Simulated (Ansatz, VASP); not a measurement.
This is a calculation of WC for Ansatz 0.2.0.

input.yaml

```yaml
crystal:
  lattice:
    - [0.0, 2.192684, 2.192684]
    - [2.192684, 0.0, 2.192684]
    - [2.192684, 2.192684, 0.0]
  atoms:
    - { symbol: W, position: [-0.017418, -0.004818, 0.002798] }
    - { symbol: C, position: [0.517446, 0.505944, 0.486775] }
hamiltonian:
  xc: pbesol
  pseudopotentials: { kind: paw }
kpoints:
  mp_grid: { grid: [10, 10, 10] }
scf:
  occupations: { method: fermi_dirac, width: 0.05 }
output:
  forces: true
  stress: true
  eigenvalues: true
```

Potentials or basis: Ansatz PAW.

The run is started by

```bash
$ ansatz run input.yaml --threads 1 --pin off --max-ram 3584MiB --backend cpu --events-out ev --progress --plain --runs-dir out
```

Task: Translate it to VASP 6.6.1. Potentials there: VASP PAW PBE potentials, release 64 (W_sv, C).

Result: As run (the cutoff follows the program's own potentials):

INCAR

```
SYSTEM = WC
ALGO = Normal ; EDIFF = 1E-7
ENCUT = 520 ; GGA = PS
ISIF = 2 ; ISMEAR = -1
LASPH = .True. ; LCHARG = .True.
LELF = .True. ; LREAL = .False.
LVHAR = .True. ; LWAVE = .False.
NBANDS = 16 ; NELM = 100
PREC = Accurate ; SIGMA = 0.05
```

Contents of KPOINTS:

```
k-points
0
Gamma
  10 10 10
  0 0 0
```

POSCAR

```
WC
1.0
    0.0000000000      2.1926840000      2.1926840000
    2.1926840000      0.0000000000      2.1926840000
    2.1926840000      2.1926840000      0.0000000000
W C
1 1
Direct
   -0.0174180000     -0.0048180000      0.0027980000
    0.5174460000      0.5059440000      0.4867750000
```

Potentials or basis: VASP PAW PBE potentials, release 64 (W_sv, C).

The run is started by

```sh
$ cat potpaw_PBE.64/W_sv/POTCAR potpaw_PBE.64/C/POTCAR > POTCAR
$ mpirun -np 1 vasp_std > vasp.out
```

Both were run:

|  | VASP | Ansatz | Ansatz less VASP |
| --- | --- | --- | --- |
| gap on the k mesh at the Fermi level (eV) | none | none | - |
| pressure (GPa) | -7.3 | -8.3 | -1.01 |
| largest component of the traceless stress (GPa) | 3.21 | 3.17 | -0.039 |
| rms of the force components (eV/Å) | 0.416 | 0.409 | -0.0068 |

Atom by atom the forces differ by 0.007 eV/Å (rms over components). A gap of «none» marks a metal or a gap that the smearing closes. The functional is the same, so the differences come from potentials, cutoffs and numerics.

Caveats: the PAW data sets were made with another functional, which shifts forces and pressure a little (VASP); the pressure holds a Pulay correction of +0.3 GPa for the finite cutoff (Ansatz); the PAW data sets come from PBE, with cores solved anew for the run's functional, which leaves a small shift of forces and pressure (Ansatz). The runs have no spin-orbit coupling, so splittings on W are missing.
